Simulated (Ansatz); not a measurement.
# K: strong compression

The task here is to estimate one member of a computed series from the others.

Method: DFT, PBE, PAW with Ansatz's default frozen-core files, scalar-relativistic, in Ansatz 0.2.0.

1 further run of the same task is left out (it didn't finish).

### The system as given

It takes space group Fd-3m (No. 227, cubic). Conventional cell: a = 9.035 Å, b = 9.035 Å, c = 9.035 Å, α = 90.00°, β = 90.00°, γ = 90.00°. K (site symmetry -43m) is surrounded by 4 K at 3.91 Å.

Coordinates:

```cif
data_structure
_symmetry_space_group_name_H-M 'Fd-3m:1'
_symmetry_Int_Tables_number 227
_cell_length_a 9.0345
_cell_length_b 9.0345
_cell_length_c 9.0345
_cell_angle_alpha 90.000
_cell_angle_beta 90.000
_cell_angle_gamma 90.000
_cell_volume 737.42
loop_
_atom_site_label
_atom_site_type_symbol
_atom_site_symmetry_multiplicity
_atom_site_Wyckoff_symbol
_atom_site_fract_x
_atom_site_fract_y
_atom_site_fract_z
_atom_site_occupancy
K1 K 8 b 0.00000 0.50000 0.00000 1
```

The file gives the conventional cell by its symmetry; the runs use the cell typed in the input.

Whether this phase is the stable one at these pressures isn't tested.

Atoms are numbered in the order of the input: K1, K2.

Set-up of the first run:

input.yaml reads:

```yaml
crystal:
  lattice:
    - [0.0, 4.5172588256, 4.5172588256]
    - [4.5172588256, 0.0, 4.5172588256]
    - [4.5172588256, 4.5172588256, 0.0]
  atoms:
    - { symbol: K, position: [-0.125, -0.125, -0.125] }
    - { symbol: K, position: [0.125, 0.125, 0.125] }
kpoints:
  mp_grid: { grid: [8, 8, 8] }
scf:
  occupations: { method: fermi_dirac, width: 0.1 }
hamiltonian:
  xc: pbe
  pseudopotentials: { kind: paw }
output:
  forces: true
  stress: true
relax:
  f_tol: 0.005
  max_steps: 40
  cell: {}
```

Launch:

```sh
ansatz run input.yaml --threads 1 --pin off --max-ram 2048MiB --backend cpu --events-out ev --progress --plain --runs-dir out
```

Steps of the session up to this table: Cell relaxed at zero pressure, PAW; Volume scaled by 1, PAW; Volume scaled by 0.92, PAW; Volume scaled by 0.84, PAW; Volume scaled by 0.84, PAW (cutoff 300 eV); Volume scaled by 0.76, PAW; Volume scaled by 0.68, PAW; Volume scaled by 0.68, PAW (cutoff 300 eV); Volume scaled by 0.6, PAW; Volume scaled by 0.52, PAW; Volume scaled by 0.45, PAW; Volume scaled by 0.45, PAW (cutoff 250 eV).

One table of the session follows, with a row left open; its other results are not shown here.

```
             method  volume over the first  volume (Å³/atom)  pressure (GPa)
                PAW                      1           110.976            0.01
                PAW                   0.92           102.098            0.13
                PAW                   0.84            93.220            0.29
                PAW                   0.76            84.342            0.53
                PAW                   0.68            75.464            0.89
                PAW                    0.6            66.586            1.43
                PAW                   0.52                 ?               ?
                PAW                   0.45            49.939            3.47
PAW (cutoff 250 eV)                   0.45            49.939            3.61
PAW (cutoff 300 eV)                   0.84            93.220            0.29
PAW (cutoff 300 eV)                   0.68            75.464            0.89
```

Estimate the missing values for PAW, 0.52.

**Answer.** volume (Å³/atom): 57.708; pressure (GPa): 2.28. In the column «volume (Å³/atom)» it lies between PAW (cutoff 250 eV), 0.45 (49.939) and PAW, 0.6 (66.586).

Caveats from the session: Warnings in the runs' records: cutoff below recommended.
